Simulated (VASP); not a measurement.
From VASP inputs to Ansatz: CdS (strained zincblende)

INCAR

```
PREC = Accurate
ISIF = 2
GGA = PE
LCHARG = .FALSE.
ISMEAR = -1
NELM = 120
LREAL = .FALSE.
NBANDS = 16
SIGMA = 0.02
LASPH = .TRUE.
LWAVE = .FALSE.
ENCUT = 520
IBRION = -1
NSW = 0
EDIFF = 1E-7
```

KPOINTS

```
KPOINTS created by Atomic Simulation Environment
0
Gamma
8 8 8
0 0 0
```

KPOINTS_OPT

```
special points
6
Reciprocal
0.0000000000 0.0000000000 0.0000000000 1
-0.5000000000 -0.5000000000 0.0000000000 1
-0.3750000000 -0.3750000000 0.2500000000 1
-0.3750000000 0.0000000000 0.3750000000 1
0.0000000000 0.0000000000 0.5000000000 1
-0.5000000000 -0.2500000000 0.2500000000 1
```

POSCAR

```
Cd S
 1.0000000000000000
     0.0000000000000000    2.9979991399000001    2.8477437577000000
     2.9979991399000001    0.0000000000000000    2.8477437577000000
     2.9979991399000001    2.9979991399000001    0.0000000000000000
 Cd  S
   1   1
Cartesian
  0.0000000000000000  0.0000000000000000  0.0000000000000000
  1.4989995699500001  1.4989995699500001  1.4238718788500000
```

VASP ran with the recommended PBE PAW datasets (18 valence electrons in the cell).

Problem. Write an Ansatz input for this cell and level of theory.

Solution. 

```yaml
crystal:
  lattice:
    - [0.0, 2.9979991399, 2.8477437577]
    - [2.9979991399, 0.0, 2.8477437577]
    - [2.9979991399, 2.9979991399, 0.0]
  atoms:
    - { symbol: Cd, position: [0.0, 0.0, 0.0] }
    - { symbol: S, position: [0.25, 0.25, 0.25] }
kpoints:
  mp_grid: { grid: [8, 8, 8] }
  band_path:
    path:
      - [0.0, 0.0, 0.0]
      - [-0.5, -0.5, 0.0]
      - [-0.375, -0.375, 0.25]
      - [-0.375, 0.0, 0.375]
      - [0.0, 0.0, 0.5]
      - [-0.5, -0.25, 0.25]
    npoints: 1
hamiltonian:
  xc: pbe
scf:
  occupations: { method: fermi_dirac, width: 0.02 }
  n_extra_bands: 4
output:
  forces: true
  stress: true
  eigenvalues: true
```

Other inputs would serve too.

|  | VASP | Ansatz |
| --- | --- | --- |
| gap between bands v and c | 0.99 eV | 0.98 eV |
| least direct gap | 0.99 eV | 0.98 eV |
| pressure | 1.2 GPa | 0.8 GPa |

Datasets and cutoffs are each program's own. VASP's cell holds 18 valence electrons and Ansatz's 26. Ansatz's stress includes a Pulay correction; VASP's doesn't.
